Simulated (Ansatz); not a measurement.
Ru, DFT, PBE, all-electron LAPW, scalar-relativistic (Ansatz 0.2.0), run on 1 thread of Intel(R) Xeon(R) Platinum 8488C (Sapphire Rapids) on a shared host.

The cell is COD entry 9017842, as deposited and not checked against the literature; nothing was relaxed. The listed cell was then made from it by scaling, straining or moving an atom.

Command: `ansatz run input.yaml --threads 1 --pin off --max-ram 3072MiB --backend cpu --events-out ev --progress --plain --runs-dir out`

```yaml
crystal:
  lattice:
    - [2.6516833475, 0.0, 0.0]
    - [-1.3258416738, 2.2964251418, 0.0]
    - [0.0, 0.0, 4.2819]
  atoms:
    - { symbol: Ru, position: [0.3333333333, 0.6666666667, 0.25] }
    - { symbol: Ru, position: [0.6666666667, 0.3333333333, 0.75] }
kpoints:
  mp_grid: { grid: [14, 14, 8] }
  band_path:
    path:
      - [0.0, 0.0, 0.0]
      - [0.5, 0.0, 0.0]
      - [0.3333333333, 0.3333333333, 0.0]
      - [0.0, 0.0, 0.0]
      - [0.0, 0.0, 0.5]
      - [0.5, 0.0, 0.5]
      - [0.3333333333, 0.3333333333, 0.5]
      - [0.0, 0.0, 0.5]
      - [0.5, 0.0, 0.5]
    npoints: 5
scf:
  occupations: { method: fermi_dirac, width: 0.03 }
hamiltonian:
  xc: pbe
  pseudopotentials: { kind: all_electron, lapw: { basis_error: 0.0005 } }
output:
  forces: true
  stress: true
  eigenvalues: true
```

Question: How large is the problem that the program sets up?

Answer: 120 irreducible k-points, 313 plane waves at Γ, 39 bands.

Question: About how long does it take, and how much memory does it use?

Answer: 30 s of wall time for 8 SCF iterations, with a peak of 0.57 GiB. Times on shared machines scatter by tens of per cent.
